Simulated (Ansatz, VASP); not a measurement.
# Cross-check of BC214 between VASP and Ansatz, part 2 of 2

Aim: how closely do two programs agree when they are given the same cell, functional and k mesh? The cell is taken from a series of runs on this material, whose earlier steps may have relaxed, scaled, displaced or heated it; both programs get it as it stands.

VASP 6.6.1 and Ansatz 0.2.0.

So far: Starting point; Ansatz: single point, LDA.

**3. VASP: single point, LDA**

Level of this step: LDA, spin-polarised from a ferromagnetic start; plane waves and PAW (C, B) (VASP).

The same cell, functional (in two slightly different forms), mesh and smearing now go to VASP, with its own data sets.

Lines of VASP's logs that name or quote its potential files are left out, and so is its time.

The input, INCAR:

```
SYSTEM = BC214
PREC = Accurate
ENCUT = 520
EDIFF = 1E-06
NELM = 200
ISMEAR = -1
SIGMA = 0.01
LREAL = Auto
ALGO = Normal
GGA = CA
NBANDS = 580
ISPIN = 2
MAGMOM = 0 -0 -0 -0 -0 0 0 0 0 0 0 -0 0 0 0 0 0 0 0 0 0 -0 -0 -0 0 0 -0 0 0 0 0 0 0 0 0 0 -0 -0 0 0 0 0 0 0.01 0 -0 -0 -0 0 0 0 0 0 -0 -0 -0 0 0 0.01 0 0 -0 -0 -0 0 0 0 0 -0 -0 -0 -0 0 -0 0 0 0 0 0 0 0 0 0 0 -0 0 -0 0 0 0 0 0.01 0 -0 -0 -0 0 0 0 0 -0 0 0 -0 0.12 0.12 0.12 -0 -0 -0 0 0 0 0 -0 -0 -0 -0 0 0 0.01 0 0 -0 -0 -0 0 0 0 0 -0 -0 -0 -0 0.01 0 0 0 0 0 -0 -0 0 0 0 0 0 -0 -0 -0 0 0.01 0 0 0 -0 -0 -0 0 0 0 0 -0 -0 -0 -0 0 0.01 0 0 0 -0 -0 -0 0 0 0 0 -0 -0 -0 -0 0.01 0 0 0 0 -0 0 -0 0 0 0 0 -0 -0 -0 -0 0.01 0 0 0 0 -0 -0 0 0 0 0 0 -0 -0 -0 -0 -0
LORBIT = 11
LWAVE = .FALSE.
LCHARG = .FALSE.
ISIF = 2
NUPDOWN = 1
LASPH = .TRUE.
GGA_COMPAT = .FALSE.
```

The input, POSCAR:

```
BC214
1.0
   10.5951880973      0.0000000000      0.0000000000
    0.0000000000     10.5951880973      0.0000000000
    0.0000000000      0.0000000000     10.5951880973
C B
214 1
Direct
    0.0000195698      0.0004625087      0.0001174152
    0.0004598706      0.1673616164      0.1670220032
[... 3 atom lines left out ...]
    0.0841561047      0.2509719209      0.2506317018
    0.2505269976      0.0846050966      0.2506327367
    0.2505281618      0.2509739976      0.0842631114
[... 3 atom lines left out ...]
    0.1674067846      0.1678536428      0.3345102654
[... 2 atom lines left out ...]
    0.2499783854      0.0828545600      0.5840753007
    0.2501894740      0.2506324097      0.4212248342
[... 10 atom lines left out ...]
    0.1674078482      0.3348511754      0.1675110322
[... 3 atom lines left out ...]
    0.2501878129      0.4215718346      0.2502841490
[... 1 atom line left out ...]
    0.0000590499      0.3338329352      0.3334890148
[... 1 atom line left out ...]
    0.1656026636      0.3332644580      0.5013859053
    0.1656007884      0.5017320635      0.3329184825
    0.0832733018      0.4170717841      0.4167249587
[... 1 atom line left out ...]
    0.2491383652      0.4171214941      0.5830788632
    0.2491376027      0.5834257535      0.4167774864
[... 33 atom lines left out ...]
    0.3344079401      0.1678576142      0.1675146610
[... 3 atom lines left out ...]
    0.4211305855      0.2506405912      0.2502945805
    0.5839810205      0.0828531374      0.2500790463
[... 1 atom line left out ...]
    0.3333876649      0.0005042603      0.3334893786
    0.3328225656      0.1660417009      0.5013852919
[... 1 atom line left out ...]
    0.5012926527      0.1660434291      0.3329194086
    0.4166299594      0.0837148016      0.4167238694
    0.4166797594      0.2495747354      0.5830809869
[... 1 atom line left out ...]
    0.5829909309      0.2495703924      0.4167751842
[... 8 atom lines left out ...]
    0.3333878267      0.3338319948      0.0001591346
    0.3328207522      0.5017325862      0.1656934922
    0.5012949115      0.3332616022      0.1656958824
[... 1 atom line left out ...]
    0.4166297872      0.4170691881      0.0833685807
    0.4166774719      0.5834283730      0.2492286515
    0.5829936760      0.4171166697      0.2492236687
[... 1 atom line left out ...]
    0.3256229497      0.5038576637      0.5035122315
    0.5034131911      0.3260560883      0.5035026757
    0.5034084795      0.5038439993      0.3257136916
    0.4150423656      0.5814800100      0.5811315465
    0.5810196534      0.4154945629      0.5811158846
    0.5810211946      0.5814667030      0.4151461911
    0.3330771202      0.3335170790      0.6661254407
[... 2 atom lines left out ...]
    0.4987728723      0.4992247427      0.6651812480
    0.4161421335      0.4165880866      0.7493280326
[... 11 atom lines left out ...]
    0.3330757639      0.6664748292      0.3331728319
[... 1 atom line left out ...]
    0.4987736383      0.6655311528      0.4988772547
[... 1 atom line left out ...]
    0.4161409264      0.7496788222      0.4162427353
[... 43 atom lines left out ...]
    0.6660363099      0.3335138404      0.3331712990
    0.6650832305      0.4992207806      0.4988714945
[... 2 atom lines left out ...]
    0.7492327961      0.4165870820      0.4162405835
[... 35 atom lines left out ...]
    0.3348341989      0.3352800984      0.3349248457
```

The input, KPOINTS:

```
Automatic mesh
0
Gamma
1 1 1
0 0 0
```

Potentials, in the order of the species: C and B (LDA family, release 64).

Launch:

```bash
export OMP_NUM_THREADS=3
mpirun -np 1 vasp_gam
```

What it wrote:

```text
[banner, memory and clock lines left out]
running    1 mpi-ranks, on    1 nodes
[...]
Offloading initialized ...    1 GPUs detected
[...]
LDA part: xc-table for (Slater(with rela. corr.)+CA(PZ))
 , standard interpolation
 POSCAR, INCAR and KPOINTS ok, starting setup
[...]
entering main loop
       N       E                     dE             d eps       ncg     rms          rms(c)
DAV:   1     0.593773830098E+04    0.59377E+04   -0.52566E+05  2320   0.155E+03
DAV:   2    -0.167385261376E+04   -0.76116E+04   -0.71333E+04  3048   0.355E+02
DAV:   3    -0.224699374010E+04   -0.57314E+03   -0.56660E+03  2912   0.927E+01
DAV:   4    -0.226037958455E+04   -0.13386E+02   -0.13327E+02  2912   0.156E+01
[...]
DAV:  16    -0.216658197421E+04    0.56717E-05   -0.54374E-05  2888   0.111E-02    0.219E-02
DAV:  17    -0.216658197463E+04   -0.42193E-06   -0.31437E-05  2880   0.498E-03    0.173E-02
DAV:  18    -0.216658197415E+04    0.47970E-06   -0.26692E-06  1992   0.208E-03
   1 F= -.21665820E+04 E0= -.21665750E+04  d E =-.138629E-01  mag=     1.0000
```

Parts of OUTCAR (step 3):

```text
 magnetization (x)
# of ion       s       p       d       tot
------------------------------------------
    1        0.000   0.000   0.000   0.000
    2       -0.000  -0.000   0.000  -0.000
    3       -0.000  -0.000   0.000  -0.000
    4       -0.000  -0.000   0.000  -0.000
    5       -0.000  -0.000   0.000  -0.000
    6       -0.000   0.000   0.000   0.000
[...]
213       -0.000  -0.000   0.000  -0.000
  214       -0.000  -0.000   0.000  -0.000
  215       -0.001  -0.007   0.000  -0.007
--------------------------------------------------
tot          0.068   0.577   0.000   0.645
```

The run ends at a pressure of 2.01 GPa, with forces up to 0.53 eV/Å.

**4. Comparison**

Known differences besides the potentials themselves: VASP starts from the moments at which Ansatz ended; the two LDA forms differ slightly; the cutoff is 420 eV in Ansatz and 520 eV in VASP (PREC = Accurate, projectors in real space); VASP's log shows a relativistic correction to its local exchange, Ansatz's none; site moments are counted in spheres of each program's own size. Total energies have different zeros and are not compared.

Both answers:

```csv
quantity,Ansatz,VASP,difference
"total moment, fixed by the input (μB)",1.00,1.00,0.00
moment on C105 (μB),0.12,0.16,-0.04
moment on C106 (μB),0.12,0.16,-0.04
moment on C107 (μB),0.12,0.16,-0.04
```

Forces on 9 of the 215 atoms, those with the largest forces and the largest differences (eV/Å; atoms numbered as in POSCAR):

```csv
atom,"Ansatz x, y, z","VASP x, y, z"
C39,"0.170, -0.445, -0.222","0.169, -0.451, -0.221"
C40,"0.170, -0.222, -0.445","0.170, -0.222, -0.453"
C86,"-0.445, 0.171, -0.224","-0.452, 0.168, -0.225"
C88,"-0.224, 0.172, -0.444","-0.227, 0.170, -0.450"
C102,"-0.445, -0.224, 0.171","-0.448, -0.224, 0.170"
C103,"-0.224, -0.444, 0.172","-0.225, -0.449, 0.172"
C105,"0.056, 0.324, 0.324","0.081, 0.301, 0.300"
C106,"0.324, 0.058, 0.325","0.299, 0.086, 0.302"
C107,"0.324, 0.325, 0.058","0.299, 0.303, 0.082"
```

The forces differ by 5.5 meV/Å r.m.s., which is 6.7 % of the r.m.s. force of 0.082 eV/Å (both taken over all components).

**5. Outcome**

| Item | Value |
| --- | --- |
| r.m.s. force difference (single point, LDA) | 5.5 meV/Å |

In words: The r.m.s. force difference is 5.5 meV/Å (single point, LDA), within the 12 meV/Å picked in this series as the mark of a large difference. How closely two codes agree says nothing of how well the functional describes the real material.

[Lines on the potential files, build, host, timing and source positions are cut from VASP's logs without a mark.]

[Logs are printed without paths, hosts, clocks, repeated set-up lines and the standing remarks that a program may print on its own settings, such as how far it seeks lower states.]

[Hosts, paths, dates, database ids (printed as entryN), source tags and the programs' standing remarks are cut or masked in the printed files.]
